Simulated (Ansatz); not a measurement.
Crystal: Ca.

```xyz
1
Lattice="-2.0965 2.1017 2.4454 2.0965 -2.1017 2.4454 2.0965 2.1017 -2.4454" Properties=species:S:1:pos:R:3 pbc="T T T"
Ca    0.0000    0.0000    2.4454
```

This isn't the form of Ca at room conditions, which is fcc.

| Quantity | Value |
| --- | --- |
| Program | Ansatz 0.2.0 |
| Task | relaxation of cell and atoms |
| Functional | PBEsol |
| Potentials or basis | Ansatz PAW |
| Cutoff | 420 eV (not typed: the program's choice for these potentials) |
| k mesh | 9 × 9 × 9 |
| Occupations | fermi-dirac, width 0.05 eV |
| Spin | no spin polarisation |

At the start: volume 43.10 Å³/atom.

**Question.** How do energy, volume and symmetry change on relaxing?

**Answer.** It ends after 11 steps and the volume is 40.60 Å³/atom (-5.8 %); space group Fm-3m (No. 225, to 0.05 Å).

The path:
| step | energy change (eV) | largest force (eV/Å) | volume (Å³) |
| --- | --- | --- | --- |
| 1 | 0.0000 | 0.0000 | 43.10 |
| 2 | -0.0057 | 0.0000 | 42.01 |
| 3 | -0.0093 | 0.0000 | 40.30 |
| 4 | -0.0096 | 0.0000 | 40.37 |
| 5 | -0.0099 | 0.0000 | 40.36 |
| 6 | -0.0148 | 0.0000 | 40.31 |
| 7 | -0.0152 | 0.0000 | 40.35 |
| 8 | -0.0182 | 0.0000 | 40.46 |
| 9 | -0.0184 | 0.0000 | 40.57 |
| 10 | -0.0184 | 0.0000 | 40.60 |
| 11 | -0.0186 | 0.0000 | 40.60 |

Final structure:
```
Ca
1.0
    -1.93046    1.93260    2.72032
     1.93046   -1.93260    2.72032
     1.93046    1.93260   -2.72032
Ca
1
Direct
  0.50000 0.50000 0.00000
```

Caveat: the plane-wave basis is chosen anew once the cell has moved, so the energies of steps on either side of that aren't comparable; the PAW data sets come from PBE, with cores solved anew for the run's functional, which leaves a small shift of forces and pressure.
